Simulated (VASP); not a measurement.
A VASP 6.6.1 single-point calculation on KI

INCAR

```
NELM = 87
LASPH = .TRUE.
LREAL = .FALSE.
ISIF = 2
LWAVE = .FALSE.
IBRION = -1
NBANDS = 32
PREC = Accurate
NSW = 0
ENCUT = 520
ISMEAR = 0
LCHARG = .FALSE.
GGA = CA
SIGMA = 0.01
EDIFF = 1E-5
```

KPOINTS

```
KPOINTS created by Atomic Simulation Environment
0
Gamma
6 6 6
0 0 0
```

POSCAR

```
K  I
 1.0000000000000000
    -0.0000000000000000    3.5442849964056475    3.5442849964056475
     3.5442849964056475   -0.0000000000000000    3.5442849964056475
     3.5442849964056475    3.5442849964056475   -0.0000000000000000
 K   I
   1   1
Cartesian
 -0.0000000000000000 -0.0000000000000000 -0.0000000000000000
  3.5442849964056471  3.5442849964056471  3.5442849964056471
```

The recommended LDA PAW datasets give the neutral cell 16 valence electrons.

Command

```
mpirun -np 1 vasp_std
```

How does this run end, and what does it give?

It converged. Results: gap between bands v and c on the k mesh 3.59 eV; least direct gap on the k mesh 3.59 eV; pressure -1.4 GPa. Band v is the last that the valence electrons fill when counted band by band, and c is the next.

OSZICAR

```
N       E                     dE             d eps       ncg     rms          rms(c)
DAV:   1     0.104660828291E+03    0.10466E+03   -0.56140E+03  1024   0.422E+02
DAV:   2    -0.874302275400E+00   -0.10554E+03   -0.94369E+02  1248   0.134E+02
DAV:   3    -0.604304592501E+01   -0.51687E+01   -0.51236E+01  1400   0.247E+01
DAV:   4    -0.622369609563E+01   -0.18065E+00   -0.18040E+00  1456   0.390E+00
DAV:   5    -0.622527235202E+01   -0.15763E-02   -0.15762E-02  1392   0.388E-01    0.317E+00
DAV:   6    -0.613751774921E+01    0.87755E-01   -0.15911E-02  1152   0.855E-01    0.227E+00
DAV:   7    -0.612136733888E+01    0.16150E-01   -0.27956E-02  1344   0.697E-01    0.733E-01
DAV:   8    -0.612144212574E+01   -0.74787E-04   -0.50906E-03  1296   0.306E-01    0.225E-01
DAV:   9    -0.612155643061E+01   -0.11430E-03   -0.40479E-04  1488   0.681E-02    0.835E-02
DAV:  10    -0.612155036911E+01    0.60615E-05   -0.26441E-05  1320   0.190E-02
   1 F= -.61215504E+01 E0= -.61215504E+01  d E =-.224172E-18
```

For comparison, a separate LDA run of the intended cell, on usual settings and not on those above, gives a gap of 3.59 eV on its mesh and a pressure of -1.4 GPa.
